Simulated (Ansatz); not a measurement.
# NiO (F-43m) in Ansatz: equation of state, part 2 of 2

Ansatz 0.2.0. Earlier steps stand in the parts before.

### Step 4. Single point, PBE, collinear spin, ferromagnetic start, 11.02 Å³/atom (volume scaled by 0.98)

Input file input.yaml:

```yaml
crystal:
  lattice:
    - [0.0, 2.2255917617, 2.2255917617]
    - [2.2255917617, 0.0, 2.2255917617]
    - [2.2255917617, 2.2255917617, 0.0]
  atoms:
    - { symbol: Ni, position: [0.0, 0.0, 0.0], spin: 1.0 }
    - { symbol: O, position: [0.75, 0.75, 0.75] }
hamiltonian:
  xc: pbe
  pseudopotentials: { kind: paw }
magnetization:
  spin_polarized: true
kpoints:
  mp_grid: { grid: [10, 10, 10] }
scf:
  occupations: { method: fermi_dirac, width: 0.05 }
output:
  forces: true
  stress: true
  eigenvalues: true
```

Launch:

```sh
$ ansatz run input.yaml --threads 2 --pin off --max-ram 5632MiB --backend cpu --events-out ev --progress --plain --runs-dir out
```

It took 3 s on 2 threads of Intel Xeon Platinum 8375C at 2.90GHz (Ice Lake), shared host; peak memory 0.38 GiB.

It converged, with:

- Free energy: -6405.8132 eV
- Pressure: 3.1 GPa
- Band gap on the k mesh: none (metal or under the smearing width)
- Net moment: 1.90 μB per cell
- Absolute moment: 1.92 μB per cell
- Site moments: Ni +1.44; O +0.36 μB

Caveat: the pressure holds a Pulay correction of +0.6 GPa for the finite cutoff; a cell with one magnetic atom can't hold antiferromagnetic order, which such compounds often take; semilocal functionals often make such compounds metallic where correlation or magnetic order opens a gap, which also shifts bond lengths.

### Step 5. Single point, PBE, collinear spin, ferromagnetic start, 11.25 Å³/atom

Changes to input.yaml since step 4:

```diff
@@ -2,5 +2,5 @@
   lattice:
-    - [0.0, 2.2255917617, 2.2255917617]
-    - [2.2255917617, 0.0, 2.2255917617]
-    - [2.2255917617, 2.2255917617, 0.0]
+    - [0.0, 2.24063, 2.24063]
+    - [2.24063, 0.0, 2.24063]
+    - [2.24063, 2.24063, 0.0]
   atoms:
@@ -21 +21,5 @@
   eigenvalues: true
+  write_density: true
+  write_potential: true
+  elf: true
+  volumetric_format: npy
```

Potentials or basis: Ansatz PAW.

Launch:

```sh
$ ansatz run input.yaml --threads 2 --pin off --max-ram 5632MiB --backend cpu --events-out ev --progress --plain --runs-dir out
```

Standard output:

```text
Warning: RAYON_NUM_THREADS=2 ignored (pool sized by the plan → 2); use --threads N
Engine: ansatz 0.2.0, x86_64-unknown-linux-gnu
Pseudopotentials: kind: paw
Pseudopotential: Ni, paw, valence charge 18, recommended cutoff 420 eV (normal), Ni.paw.azcp
Pseudopotential: O, paw, valence charge 6, recommended cutoff 420 eV (normal), O.paw.azcp
Functional definition: PBE
  parameter kappa = 0.804
  parameter beta = 0.06672455060314922
  exchange = pbe_x(kappa = kappa, mu = beta*pi^2/3)
  correlation = pbe_c(beta = beta)
Crystal: 2 atoms, lattice volume = 22.498 Å³
Basis set: ecut = 420 eV, 459 PW (Γ), exchange–correlation on 48×48×48 points (8 copies of the dense FFT grid, shifted against one another)
Bands: 17, of which v1, the nominal top of the filled ones, is band 12 counted from 1 (11 counted from 0)
Symmetry: 24 space group operations
Space group: F-43m (ITA 216), of the structure as read, at distance tolerance 2.8e-5 Å
Magnetic group: BNS 216.74 (UNI 1576), of the structure as read, at distance tolerance 2.8e-5 Å
k-points: 47 of 1000 (time reversal used)
Non-local potential: Ni, projectors of the file, l = 0: 3, l = 1: 2, l = 2: 3, l = 3: 1
Non-local potential: O, projectors of the file, l = 0: 2, l = 1: 2, l = 2: 1
PAW form: soft (Blöchl's): semilocal exchange-correlation on the pseudo side does not see the compensation charge
PAW one-centre angular grid: Ni, 590 points (default); XC on 64 Gauss nodes
PAW one-centre angular grid: O, 110 points (default); XC on 64 Gauss nodes
[... 23 lines left out ...]
SCF converged after 14 iterations
Magnetization: 1.9314 μB (12.9657 up, 11.0343 down)
Absolute magnetization: 1.9523 μB (∫|ρ↑−ρ↓|, with the PAW one-centre terms)
Spin contamination: 0.0066 ħ² per cell (⟨S²⟩ above its minimum at these occupations)
Per-site moments (μB) at R_I (Å): [(1.4640138073325062, 0.8004325314486297), (0.3691217525492399, 0.8004325314486297)]
Free energy (F): -6405.817543 eV
Harris-Foulkes:  -6405.817543 eV  (|F-HF|=1.23e-10)
Internal energy: -6405.802089 eV  (E = F + TS)
E sigma→0 (E₀):  -6405.809816 eV
Entropy (-TS):   -0.015454 eV (-7.727 meV/atom)
Fermi energy:    10.928207 eV
--- Per-component energies (eV) ---
  E_band       = -414.086982
  E_kinetic    = 450.340720
  E_local      = -4549.397252  (includes V_loc(G=0)·N_el)
  E_nonlocal   = 689.351544
  E_hartree    = 1878.885941
  E_xc         = -155.562837
  E_vxc        = -199.473358  (∫ρ·V_xc dr)
  E_paw        = -1789.263087  (= ΣΔE_a)
  E_vpaw       = -562.682848  (= ΣTr[D̂ρ^β])
  E_aug_tail   = 0.003157  (compensation charges beyond the density's cutoff)
  E_ewald      = -2930.160275
  E_smearing   = -0.015454  (= −TS)
  E_closure    = -0.000000  (closes the sum)
  Σ components = -6405.817543   (vs F -6405.817543, Δ=0.00e0)
--- Forces (eV/Å), atoms counted from 1 ---
  atom   1  Ni     0.00000000    -0.00000000    -0.00000000
  atom   2  O     -0.00000000     0.00000000     0.00000000
  max |Σ_I F_I| component: 9.25e-17 eV/Å
--- Stress (GPa, compression-positive) ---
        0.076310      -0.000000       0.000000
        0.000000       0.076310      -0.000000
        0.000000      -0.000000       0.076310
  P = ⅓ Tr σ = 0.0763 GPa (0.763 kbar)
--- Band table (eV; the first three rows and the last of 94) ---
  k-point 0 ↑: bands = ["-93.6854", "-54.0602", "-54.0602", "-54.0602", "-9.0938", "4.8736", "4.8736", "4.8736", "8.4775", "8.4775", "11.0561", "11.0561", "11.0561", "11.2775", "25.1423", "25.1423", "25.1423"]
  k-point 1 ↑: bands = ["-93.6853", "-54.0615", "-54.0604", "-54.0604", "-9.0338", "4.7275", "4.9099", "4.9099", "8.4587", "8.4587", "10.5846", "10.9965", "10.9965", "11.9400", "24.1661", "25.2311", "25.2311"]
  k-point 2 ↑: bands = ["-93.6851", "-54.0648", "-54.0610", "-54.0610", "-8.8742", "4.4140", "5.0020", "5.0020", "8.4283", "8.4283", "9.9296", "10.8266", "10.8266", "13.0703", "22.2979", "25.3034", "25.3034"]
  k-point 46 ↓: bands = ["-91.8150", "-52.2514", "-52.2480", "-52.2453", "-7.5809", "4.9460", "5.7330", "6.4014", "9.3128", "9.6939", "9.9590", "10.7144", "11.2355", "18.2796", "21.3551", "21.7826", "23.0811"]
```

rho_z.tsv:

```text
# z_ang	rho[e/angstrom^3]	rho_spin[e/angstrom^3]
# format = ansatz-planar-average/11
# lattice	0.000000000	2.240630000	2.240630000
# lattice	2.240630000	0.000000000	2.240630000
# lattice	2.240630000	2.240630000	0.000000000
# sites	2
# site	28	0.000000000	0.000000000	0.000000000
# site	8	3.360945000	3.360945000	3.360945000
0.000000	2.954153e0	2.912048e-1
0.132030	2.659727e0	2.571763e-1
0.264061	2.044406e0	1.844381e-1
0.396091	1.369864e0	1.162051e-1
0.528122	8.354920e-1	6.949369e-2
0.660152	4.920767e-1	3.980684e-2
[... 16 lines left out ...]
2.904669	2.357724e0	1.947625e-1
3.036699	2.809819e0	2.613120e-1
```

v_z.tsv:

```text
# z_ang	v_es[eV]	v_tot_up[eV]	v_tot_dn[eV]
# format = ansatz-planar-average/11
# xc	pbe
# density_cutoff_ev	1680
# datasets	Ni=:simpson_from_first_knot:soft	O=:simpson_from_first_knot:soft
# lattice	0.000000000	2.240630000	2.240630000
# lattice	2.240630000	0.000000000	2.240630000
# lattice	2.240630000	2.240630000	0.000000000
# sites	2
# site	28	0.000000000	0.000000000	0.000000000
# site	8	3.360945000	3.360945000	3.360945000
0.000000	-2.304705e0	-1.543268e1	-1.511272e1
0.132030	-1.283945e0	-1.385255e1	-1.350131e1
0.264061	-7.946585e-2	-1.201653e1	-1.168402e1
0.396091	1.618010e0	-9.616149e0	-9.317840e0
0.528122	3.691242e0	-6.781618e0	-6.512050e0
0.660152	5.967609e0	-3.710010e0	-3.502713e0
[... 16 lines left out ...]
2.904669	-3.546957e0	-1.737097e1	-1.718964e1
3.036699	-3.198913e0	-1.675949e1	-1.649806e1
```

Wall time 3.8 s (2 threads of Intel Xeon Platinum 8375C at 2.90GHz (Ice Lake), shared host); peak memory 0.38 GiB.

What came out:

```yaml
Free_energy: -6405.8175 eV
Pressure: 0.1 GPa
Band_gap_on_the_k_mesh: none (metal or under the smearing width)
Net_moment: 1.93 μB per cell
Absolute_moment: 1.95 μB per cell
Site_moments: Ni +1.46; O +0.37 μB
```

Caveat: the pressure holds a Pulay correction of +0.6 GPa for the finite cutoff; a cell with one magnetic atom can't hold antiferromagnetic order, which such compounds often take; semilocal functionals often make such compounds metallic where correlation or magnetic order opens a gap, which also shifts bond lengths.

### Step 6. Single point, PBE, collinear spin, ferromagnetic start, 11.47 Å³/atom (volume scaled by 1.02)

Changes to input.yaml since step 5:

```diff
@@ -2,5 +2,5 @@
   lattice:
-    - [0.0, 2.24063, 2.24063]
-    - [2.24063, 0.0, 2.24063]
-    - [2.24063, 2.24063, 0.0]
+    - [0.0, 2.2554690417, 2.2554690417]
+    - [2.2554690417, 0.0, 2.2554690417]
+    - [2.2554690417, 2.2554690417, 0.0]
   atoms:
@@ -21,5 +21 @@
   eigenvalues: true
-  write_density: true
-  write_potential: true
-  elf: true
-  volumetric_format: npy
```

Potentials or basis: Ansatz PAW.

Launch:

```sh
$ ansatz run input.yaml --threads 2 --pin off --max-ram 5632MiB --backend cpu --events-out ev --progress --plain --runs-dir out
```

Wall time 3.2 s (2 threads of Intel Xeon Platinum 8375C at 2.90GHz (Ice Lake), shared host); peak memory 0.37 GiB.

The run converged. Its results:

```
Free energy            : -6405.8138 eV
Pressure               : -2.7 GPa
Band gap on the k mesh : none (metal or under the smearing width)
Net moment             : 1.95 μB per cell
Absolute moment        : 1.97 μB per cell
Site moments           : Ni +1.48; O +0.38 μB
```

Caveat: the pressure holds a Pulay correction of +0.6 GPa for the finite cutoff; a cell with one magnetic atom can't hold antiferromagnetic order, which such compounds often take; semilocal functionals often make such compounds metallic where correlation or magnetic order opens a gap, which also shifts bond lengths.

### Step 7. Single point, PBE, collinear spin, ferromagnetic start, 11.70 Å³/atom (volume scaled by 1.04)

Changes to input.yaml since step 6:

```diff
@@ -2,5 +2,5 @@
   lattice:
-    - [0.0, 2.2554690417, 2.2554690417]
-    - [2.2554690417, 0.0, 2.2554690417]
-    - [2.2554690417, 2.2554690417, 0.0]
+    - [0.0, 2.270115355, 2.270115355]
+    - [2.270115355, 0.0, 2.270115355]
+    - [2.270115355, 2.270115355, 0.0]
   atoms:
```

Launch:

```sh
$ ansatz run input.yaml --threads 2 --pin off --max-ram 5632MiB --backend cpu --events-out ev --progress --plain --runs-dir out
```

Run time: 3.4 s. Hardware: 2 threads of Intel Xeon Platinum 8375C at 2.90GHz (Ice Lake), shared host; peak memory 0.38 GiB.

It converged, with:

```yaml
Free_energy: -6405.8027 eV
Pressure: -5.2 GPa
Band_gap_on_the_k_mesh: none (metal or under the smearing width)
Net_moment: 1.97 μB per cell
Absolute_moment: 1.99 μB per cell
Site_moments: Ni +1.50; O +0.38 μB
```

Caveat: the pressure holds a Pulay correction of +0.6 GPa for the finite cutoff; a cell with one magnetic atom can't hold antiferromagnetic order, which such compounds often take; semilocal functionals often make such compounds metallic where correlation or magnetic order opens a gap, which also shifts bond lengths.

### Step 8. Single point, PBE, collinear spin, ferromagnetic start, 11.92 Å³/atom (volume scaled by 1.06)

Changes to input.yaml since step 7:

```diff
@@ -2,5 +2,5 @@
   lattice:
-    - [0.0, 2.270115355, 2.270115355]
-    - [2.270115355, 0.0, 2.270115355]
-    - [2.270115355, 2.270115355, 0.0]
+    - [0.0, 2.2845750783, 2.2845750783]
+    - [2.2845750783, 0.0, 2.2845750783]
+    - [2.2845750783, 2.2845750783, 0.0]
   atoms:
```

Launch:

```sh
$ ansatz run input.yaml --threads 2 --pin off --max-ram 5632MiB --backend cpu --events-out ev --progress --plain --runs-dir out
```

It took 3.2 s on 2 threads of Intel Xeon Platinum 8375C at 2.90GHz (Ice Lake), shared host; peak memory 0.38 GiB.

It converged, with:

* Free energy: -6405.7849 eV
* Pressure: -7.4 GPa
* Band gap on the k mesh: none (metal or under the smearing width)
* Net moment: 1.98 μB per cell
* Absolute moment: 2.00 μB per cell
* Site moments: Ni +1.51; O +0.38 μB

Caveat: the pressure holds a Pulay correction of +0.6 GPa for the finite cutoff; a cell with one magnetic atom can't hold antiferromagnetic order, which such compounds often take; semilocal functionals often make such compounds metallic where correlation or magnetic order opens a gap, which also shifts bond lengths.

### Step 9. Equation of state, PBE, collinear spin, ferromagnetic start

Potentials or basis: Ansatz PAW.

This step only gathers the single runs of the series.

What came out:

```
Equilibrium volume                      : 11.25 Å³/atom
Bulk modulus                            : 144 GPa
Pressure derivative of the bulk modulus : 3.9
```

Energy against volume, from the lowest point:
```tsv
volume (Å³/atom)	energy (meV/atom)
10.574	20.48
10.799	8.88
11.024	2.17
11.249	0.00
11.474	1.86
11.699	7.41
11.924	16.30
```
